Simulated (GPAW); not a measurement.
Ir:

```xyz
1
Lattice="0.0000 1.9156 1.9156 1.9156 0.0000 1.9156 1.9156 1.9156 0.0000" Properties=species:S:1:pos:R:3 pbc="T T T"
Ir    0.0000    0.0000    0.0000
```

```yaml
Program: GPAW 26.7.0
Task: relaxation of cell and atoms
Functional: PBEsol
Dispersion: D3
Potentials_or_basis: PAW data sets generated in the run's folder for this functional
Cutoff: 600 eV
Basis: pw
k_mesh: 12 × 12 × 12
Occupations: fermi-dirac, width 0.05 eV
Spin: no spin polarisation
```

At the start: pressure -10.2 GPa; volume 14.06 Å³/atom.

Q: How do energy, volume and symmetry change on relaxing?

A: Over 3 steps the energy falls by 11.7 meV/atom and the volume is 13.70 Å³/atom (-2.6 %); space group Fm-3m (No. 225, to 0.05 Å).

Step by step:
```
step  energy change (eV)  largest force (eV/Å)  pressure (GPa)  volume (Å³)
   1              0.0000                0.0000          -10.18        14.06
   2             -0.0092                0.0000            4.96        13.53
   3             -0.0117                0.0000           -0.19        13.70
```

Final structure:
```
Ir
1.0
     0.00000    1.89902    1.89902
     1.89902    0.00000    1.89902
     1.89902    1.89902    0.00000
Ir
1
Direct
  0.00000 0.00000 0.00000
```

Caveat: later steps reuse the first step's grids; pairwise dispersion overbinds metals, which lowers pressure and volume.
